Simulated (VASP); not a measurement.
# CdTe (F-43m) in VASP: further runs

The runs below take CdTe through single point, with PBEsol.

Everything below comes from runs of VASP 6.6.1. Logs are shortened: lines on timing, memory, paths and dates and some standing lists are left out, and cuts for length are marked.

**What was measured.**

From a printed reference work, data compilation, for a bulk crystal of CdTe at 0 K: band gap 1.607 eV.

The runs below are set against these values where they give the same quantity.

## 1. The cell of the first run

Symmetry: F-43m, No. 216, cubic system. The conventional cell has a = 6.489 Å, b = 6.489 Å, c = 6.489 Å, α = 90.00°, β = 90.00°, γ = 90.00°. Within 3.7 Å of Cd (site symmetry -43m) lie 4 Te at 2.81 Å. Te (site symmetry -43m) has 4 Cd at 2.81 Å within 3.7 Å.

## 2. Single point, PBEsol

INCAR reads:

```
ALGO     = Normal         # electronic algorithm
EDIFF    = 1E-7           # SCF threshold, eV
ENCUT    = 520            # plane-wave cutoff, eV
GGA      = PS             # functional
ISIF     = 2              # what is computed and relaxed
ISMEAR   = 0              # smearing method
LASPH    = T              # aspherical terms in the spheres
LCHARG   = F              # write CHGCAR
LREAL    = F              # projectors in reciprocal space
LWAVE    = F              # write WAVECAR
NBANDS   = 16             # bands
NELM     = 100            # most SCF steps
PREC     = Accurate       # precision mode
SIGMA    = 0.01           # smearing width, eV
```

KPOINTS reads:

```
k-points
0
Gamma
  8 8 8
```

POSCAR reads:

```
CdTe
1.0
    0.0000000000      3.2447046466      3.2447046466
    3.2447046466      0.0000000000      3.2447046466
    3.2447046466      3.2447046466      0.0000000000
Cd Te
1 1
Direct
    0.0000000000      0.0000000000      0.0000000000
    0.7500000000      0.7500000000      0.7500000000
```

Potentials or basis: VASP PAW PBE potentials, release 64 (Cd, Te).

Run with:

```
> cat potpaw_PBE.64/Cd/POTCAR potpaw_PBE.64/Te/POTCAR > POTCAR
> mpirun -np 1 vasp_std > vasp.out
```

OUTCAR:

```text
EDIFF = 1E-7
   ENCUT = 520
   GGA = PS
   ISIF = 2
   ISMEAR = 0
   LASPH = T
   LREAL = F
   NELM = 100
   PREC = Accurate

 ion  position               nearest neighbor table
   1  0.000  0.000  0.000-   2 2.81   2 2.81   2 2.81   2 2.81
   2  0.750  0.750  0.750-   1 2.81   1 2.81   1 2.81   1 2.81

  LATTYP: Found a face centered cubic cell.
 ALAT       =     6.4894092932

  Lattice vectors:

 A1 = (   0.0000000000,   3.2447046466,   3.2447046466)
 A2 = (   3.2447046466,   0.0000000000,   3.2447046466)
 A3 = (   3.2447046466,   3.2447046466,   0.0000000000)

Analysis of symmetry for initial positions (statically):
=====================================================================
 Subroutine PRICEL returns:
 Original cell was already a primitive cell.

 Routine SETGRP: Setting up the symmetry group for a
 face centered cubic supercell.

 Subroutine GETGRP returns: Found 24 space group operations
 (whereof 24 operations were pure point group operations)
 out of a pool of 48 trial point group operations.

The static configuration has the point symmetry T_d .

Analysis of symmetry for dynamics (positions and initial velocities):
=====================================================================
 Subroutine PRICEL returns:
 Original cell was already a primitive cell.

 Routine SETGRP: Setting up the symmetry group for a
 face centered cubic supercell.

 Subroutine GETGRP returns: Found 24 space group operations
 (whereof 24 operations were pure point group operations)
 out of a pool of 48 trial point group operations.

The dynamic configuration has the point symmetry T_d .

 Subroutine INISYM returns: Found 24 space group operations
 (whereof 24 operations are pure point group operations),
 and found     1 'primitive' translations

----------------------------------------------------------------------------------------

                                     Primitive cell

  volume of cell :      68.3212

  direct lattice vectors                    reciprocal lattice vectors
     0.000000000  3.244704647  3.244704647    -0.154097231  0.154097231  0.154097231
     3.244704647  0.000000000  3.244704647     0.154097231 -0.154097231  0.154097231
     3.244704647  3.244704647  0.000000000     0.154097231  0.154097231 -0.154097231

  length of vectors
     4.588705317  4.588705317  4.588705317     0.266904233  0.266904233  0.266904233

  position of ions in fractional coordinates (direct lattice)
     0.000000000  0.000000000  0.000000000
     0.750000000  0.750000000  0.750000000

  ion indices of the primitive-cell ions
   primitive index   ion index
                 1           1
                 2           2

----------------------------------------------------------------------------------------

 KPOINTS: k-points

Automatic generation of k-mesh.
 Grid dimensions read from file:
 generate k-points for:    8    8    8

 Generating k-lattice:

  Cartesian coordinates                     Fractional coordinates (reciprocal lattice)
    -0.019262154  0.019262154  0.019262154     0.125000000  0.000000000  0.000000000
     0.019262154 -0.019262154  0.019262154     0.000000000  0.125000000  0.000000000
     0.019262154  0.019262154 -0.019262154     0.000000000  0.000000000  0.125000000

  Length of vectors
     0.033363029  0.033363029  0.033363029

  Shift w.r.t. Gamma in fractional coordinates (k-lattice)
     0.000000000  0.000000000  0.000000000

 Subroutine IBZKPT returns following result:
 ===========================================

 Found     29 irreducible k-points:

 Following reciprocal coordinates:
            Coordinates               Weight
  0.000000  0.000000  0.000000      1.000000
  0.125000  0.000000  0.000000      8.000000
  0.250000  0.000000  0.000000      8.000000
  0.375000  0.000000  0.000000      8.000000
  0.500000  0.000000  0.000000      4.000000
  0.125000  0.125000  0.000000      6.000000
[... 16 lines left out ...]
  0.500000  0.250000  0.125000     48.000000
 -0.375000  0.250000  0.125000     24.000000
 [... further k-points ...]
   k-points           NKPTS =     29   k-points in BZ     NKDIM =     29   number of bands    NBANDS=     16
   number of dos      NEDOS =    301   number of ions     NIONS =      2
   total plane-waves  NPLWV =  46656
   dimension x,y,z NGX =    36 NGY =   36 NGZ =   36
   dimension x,y,z NGXF=    72 NGYF=   72 NGZF=   72
   ions per type =               1   1
   NGX,Y,Z   is equivalent  to a cutoff of  13.04, 13.04, 13.04 a.u.
   NGXF,Y,Z  is equivalent  to a cutoff of  26.09, 26.09, 26.09 a.u.
 SYSTEM =  unknown system
   PREC   = accura    normal or accurate (medium, high low for compatibility)
   ISTART =      0    job   : 0-new  1-cont  2-samecut
   ICHARG =      2    charge: 1-file 2-atom 10-const
   ISPIN  =      1    spin polarized calculation?
   LNONCOLLINEAR =      F non collinear calculations
   LSORBIT =      F    spin-orbit coupling
   LASPH  =      T    aspherical Exc in radial PAW
   ENCUT  =  520.0 eV  38.22 Ry    6.18 a.u.   8.53  8.53  8.53*2*pi/ulx,y,z
   NELM   =    100;   NELMIN=  2; NELMDL= -5     # of ELM steps
   EDIFF  = 0.1E-06   stopping-criterion for ELM
   LREAL  =      F    real-space projection
   EDIFFG = 0.1E-05   stopping-criterion for IOM
   NSW    =      0    number of steps for IOM
   IBRION =     -1    ionic relax: 0-MD 1-quasi-New 2-CG
   NFREE  =      0    steps in history (QN), initial steepest desc. (CG)
   ISIF   =      2    stress and relaxation
   ISYM   =      2    0-nonsym 1-usesym 2-fastsym
   POTIM  = 0.5000    time-step for ionic-motion
   TEBEG  =    0.0;   TEEND  =   0.0 temperature during run
   PSTRESS=    0.0 pullay stress
   NELECT =      18.0000    total number of electrons
   NUPDOWN=      -1.0000    fix difference up-down
   EMIN   =  10.00;   EMAX   =-10.00  energy-range for DOS
   EFERMI =   0.00;   METHOD = LEGACY
   ISMEAR =     0;   SIGMA  =   0.01  broadening in eV -4-tet -1-fermi 0-gaus
   EFERMI_NEDOS =   21; number of points for ismear=-14 and -15
   IALGO  =     38    algorithm
   IMIX   =      4    mixing-type and parameters
     AMIX     =   0.40;   BMIX     =  1.00
     AMIX_MAG =   1.60;   BMIX_MAG =  1.00
  volume/ion in A,a.u.               =      34.16       230.53
  Fermi-wavevector in a.u.,A,eV,Ry     =   1.049495  1.983259 14.986006  1.101440
  Thomas-Fermi vector in A             =   2.184460
   LORBIT       =      0    0 simple, 1 ext, 2 COOP (PROOUT), +10 PAW based schemes
   GGA     = PS    functional components
   LHFCALC =     F    Hartree Fock is set to
   AEXX    =    0.0000 exact exchange contribution
   IVDW    =     0    specifies the selected vdW correction
   LEPSILON=     F    determine dielectric tensor
   LRPA    =     F    only Hartree local field effects (RPA)
 non-spin polarized calculation
 Gauss-broadening in eV      SIGMA  =   0.01
  energy-cutoff  :      520.00
  volume of cell :       68.32
 maximum number of plane-waves:      1862
 NGX is ok and might be reduce to    36
   NGX = 17   NGY = 17   NGZ = 17

 number of electron      17.9999997 magnetization

 Free energy of the ion-electron system (eV)
  ---------------------------------------------------
  ext. energy  EPLUGINS =         0.00000000
  ---------------------------------------------------
  free energy    TOTEN  =        -5.48945837 eV

  energy without entropy =       -5.48945837  energy(sigma->0) =       -5.48945837

 E-fermi :   2.2857     XC(G=0):  -8.7640

 val. band max:        2.1759393531   @ k =   0.0000   0.0000   0.0000
 cond. band min:       2.8265377752   @ k =   0.0000   0.0000   0.0000
 fundamental gap:      0.6505984221
 Fermi energy:         2.2857027274

 k-point     1 :       0.0000    0.0000    0.0000
  band No.  band energies     occupation
      1      -9.0141      2.00000
      2      -6.0663      2.00000
      3      -6.0663      2.00000
      4      -6.0663      2.00000
      5      -5.8042      2.00000
      6      -5.8042      2.00000
[... 8 lines left out ...]
     15      11.5139      0.00000
     16      11.5139      0.00000

 k-point     2 :       0.1250    0.0000    0.0000
  band No.  band energies     occupation
      1      -8.9552      2.00000
      2      -6.0552      2.00000
      3      -6.0552      2.00000
      4      -6.0219      2.00000
      5      -5.8051      2.00000
      6      -5.8051      2.00000
[... 8 lines left out ...]
     15      10.7701      0.00000
     16      10.7701      0.00000

 k-point     3 :       0.2500    0.0000    0.0000
  band No.  band energies     occupation
      1      -8.8120      2.00000
      2      -6.0305      2.00000
      3      -6.0305      2.00000
      4      -5.8717      2.00000
      5      -5.8047      2.00000
      6      -5.8047      2.00000
[... 8 lines left out ...]
     15      10.5627      0.00000
     16      10.5627      0.00000

 k-point     4 :       0.3750    0.0000    0.0000
  band No.  band energies     occupation
      1      -8.6694      2.00000
      2      -6.0099      2.00000
      3      -6.0099      2.00000
      4      -5.7993      2.00000
      5      -5.7993      2.00000
      6      -5.6209      2.00000
[... 8 lines left out ...]
     15      11.3656      0.00000
     16      11.3656      0.00000
[... 324 lines left out ...]
 k-point    22 :       0.3750    0.2500    0.1250
  band No.  band energies     occupation
      1      -8.7070      2.00000
      2      -6.0024      2.00000
      3      -5.9905      2.00000
      4      -5.8543      2.00000
      5      -5.7949      2.00000
      6      -5.7248      2.00000
[... 8 lines left out ...]
     15      11.9065      0.00000
     16      12.4907      0.00000

 k-point    23 :       0.5000    0.2500    0.1250
  band No.  band energies     occupation
      1      -8.5955      2.00000
      2      -5.9828      2.00000
      3      -5.9726      2.00000
      4      -5.8326      2.00000
      5      -5.7945      2.00000
      6      -5.5043      2.00000
[... 8 lines left out ...]
     15      12.0641      0.00000
     16      12.7669      0.00000

 k-point    24 :      -0.3750    0.2500    0.1250
  band No.  band energies     occupation
      1      -8.5504      2.00000
      2      -5.9778      2.00000
      3      -5.9652      2.00000
      4      -5.8203      2.00000
      5      -5.7988      2.00000
      6      -5.3677      2.00000
[... 8 lines left out ...]
     15      12.1771      0.00000
     16      12.7092      0.00000

 [... further k-points ...]
[... 5 lines left out ...]
  --------------------------------------------------------------------------------------
  -------------------------------------------------------------------------------------
  Total        0.0673161      0.0673161      0.0673161     -0.0000000      0.0000000     -0.0000000
  in kB        1.5786060      1.5786060      1.5786060     -0.0000000      0.0000000     -0.0000000
  external PRESSURE =       1.5786060 kB  Pullay stress =       0.0000000 kB

 VOLUME and BASIS-vectors are now :
 -----------------------------------------------------------------------------
  energy-cutoff  :      520.00
  volume of cell :       68.32
      direct lattice vectors                 reciprocal lattice vectors
     0.000000000  3.244704647  3.244704647    -0.154097231  0.154097231  0.154097231
     3.244704647  0.000000000  3.244704647     0.154097231 -0.154097231  0.154097231
     3.244704647  3.244704647  0.000000000     0.154097231  0.154097231 -0.154097231

 POSITION                                       TOTAL-FORCE (eV/Angst)
 -----------------------------------------------------------------------------------
      0.00000      0.00000      0.00000        -0.000000      0.000000     -0.000000
      4.86706      4.86706      4.86706         0.000000     -0.000000      0.000000
 -----------------------------------------------------------------------------------
    total drift:                                0.000000      0.000000      0.000000

  FREE ENERGIE OF THE ION-ELECTRON SYSTEM (eV)
  ---------------------------------------------------
  free  energy   TOTEN  =        -5.4894583748 eV

  energy  without entropy=       -5.4894583748  energy(sigma->0) =       -5.48945837
```

Wall time 26 s (1 thread of Intel Xeon 6975P-C, shared host); peak memory 0.22 GiB.

What came out:

- Free energy: -5.4895 eV
- Pressure: 0.2 GPa
- Band gap on the k mesh: 0.65 eV, direct

Levels at points of the mesh, in eV from the valence-band top:
```csv
k point,band 6,band 7,band 8,band 9,band 10,band 11,band 12,band 13
"(0.00, 0.00, 0.00)",-7.98,0.00,0.00,0.00,0.65,4.55,4.55,4.55
"(0.50, 0.00, 0.00)",-7.64,-4.45,-0.78,-0.78,1.73,5.13,5.13,6.93
"(0.50, 0.50, 0.00)",-7.50,-4.33,-1.87,-1.87,2.50,2.60,8.70,9.05
```

Caveat: the PAW data sets were made with another functional, which shifts forces and pressure a little; spin-orbit coupling is left out, which moves the levels of the heavy elements.

## 3. Single point, PBEsol

INCAR reads:

```
SYSTEM = CdTe
  PREC = Accurate
  ENCUT = 520
  EDIFF = 1E-6
  ISMEAR = 0
  SIGMA = 0.01
  LREAL = .False.
  LASPH = .True.
  NELM = 100
  ALGO = Normal
  ISIF = 2
  LWAVE = .False.
  LCHARG = .False.
  GGA = PS
  NBANDS = 16
```

KPOINTS reads:

```
regular mesh
0
Gamma
  8 8 8
  0 0 0
```

POSCAR is that of step 2.

Potentials or basis: VASP PAW PBE potentials, release 64 (Cd, Te).

Run with:

```
> cat potpaw_PBE.64/Cd/POTCAR potpaw_PBE.64/Te/POTCAR > POTCAR
> mpirun -np 1 vasp_std > vasp.out
```

Wall time 19 s (1 thread of Intel Xeon 6975P-C, shared host); peak memory 0.21 GiB.

The run converged. Its results:

- Free energy: -5.4895 eV
- Pressure: 0.2 GPa
- Band gap on the k mesh: 0.65 eV, direct

Levels at points of the mesh, in eV from the valence-band top:
| k point | band 5 | band 6 | band 7 | band 8 | band 9 | band 10 | band 11 | band 12 | band 13 | band 14 |
| --- | --- | --- | --- | --- | --- | --- | --- | --- | --- | --- |
| (0.00, 0.00, 0.00) | -7.98 | -7.98 | 0.00 | 0.00 | 0.00 | 0.65 | 4.55 | 4.55 | 4.55 | 7.29 |
| (0.50, 0.00, 0.00) | -7.97 | -7.64 | -4.45 | -0.78 | -0.78 | 1.73 | 5.13 | 5.13 | 6.93 | 8.51 |
| (0.50, 0.50, 0.00) | -7.95 | -7.50 | -4.33 | -1.87 | -1.87 | 2.50 | 2.60 | 8.70 | 9.05 | 9.05 |

Caveat: the PAW data sets were made with another functional, which shifts forces and pressure a little; spin-orbit coupling is left out, which moves the levels of the heavy elements.

## 4. Against experiment

Step 2. A measured gap of CdTe is 1.607 eV (0 K; a printed reference work, data compilation); the calculated 0.65 eV misses it by -0.96 eV. Spin-orbit coupling on Cd, Te is left out. The value is that of PBEsol, without temperature or zero-point motion. Semilocal functionals fall short of measured gaps as a rule.

Step 3. A measured gap of CdTe is 1.607 eV (0 K; a printed reference work, data compilation); the calculated 0.65 eV misses it by -0.96 eV. Spin-orbit coupling on Cd, Te is left out. The value is that of PBEsol, without temperature or zero-point motion. Semilocal functionals fall short of measured gaps as a rule.
